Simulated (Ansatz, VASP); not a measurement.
LiF in VASP and in Ansatz

File INCAR:

```
SYSTEM = LiF
  ALGO = Normal
  EDIFF = 1E-6
  ENCUT = 520
  ISIF = 2
  ISMEAR = 0
  LASPH = .True.
  LCHARG = .True.
  LELF = .True.
  LREAL = .False.
  LVHAR = .True.
  LWAVE = .False.
  NBANDS = 12
  NELM = 60
  PREC = Accurate
  SIGMA = 0.05
```

KPOINTS

```
k-points
0
Gamma
  10 10 10
  0 0 0
```

The input POSCAR:

```
LiF
1.0
    0.0000000000      2.0643500000      1.9636500000
    2.0643500000      0.0000000000      1.9636500000
    2.0643500000      2.0643500000      0.0000000000
Li F
1 1
Direct
    0.0000000000      0.0000000000      0.0000000000
    0.5000000000      0.5000000000      0.5000000000
```

Input for Ansatz:

```yaml
crystal:
  lattice:
    - [0.0, 2.06435, 1.96365]
    - [2.06435, 0.0, 1.96365]
    - [2.06435, 2.06435, 0.0]
  atoms:
    - { symbol: Li, position: [0.0, 0.0, 0.0] }
    - { symbol: F, position: [0.5, 0.5, 0.5] }
basis:
  ecutwfc: 420
kpoints:
  mp_grid: { grid: [10, 10, 10] }
hamiltonian:
  xc: lda
scf:
  occupations: { method: gaussian, width: 0.05 }
output:
  forces: true
  stress: true
  eigenvalues: true
```

Change from the starting cell: strain +0.025 along x and y, -0.025 along z, atoms carried along.

Alike in both runs: task single point; functional LDA; k mesh 10 × 10 × 10; occupations gaussian, width 0.05 eV; no spin polarisation.

```csv
,VASP,Ansatz
version,VASP 6.6.1,Ansatz 0.2.0
potentials or method,"VASP PAW LDA potentials, release 64 (Li_sv, F)","scalar-relativistic, plane waves, PAW"
plane-wave cutoff (eV),520,420
valence electrons in the cell,10,10
```

|  | VASP | Ansatz | Ansatz less VASP |
| --- | --- | --- | --- |
| gap on the k mesh at the Fermi level (eV) | 8.57 | 8.58 | +0.008 |
| least direct gap on the mesh (eV) | 8.57 | 8.58 | +0.008 |

 A k mesh can miss the band edges.
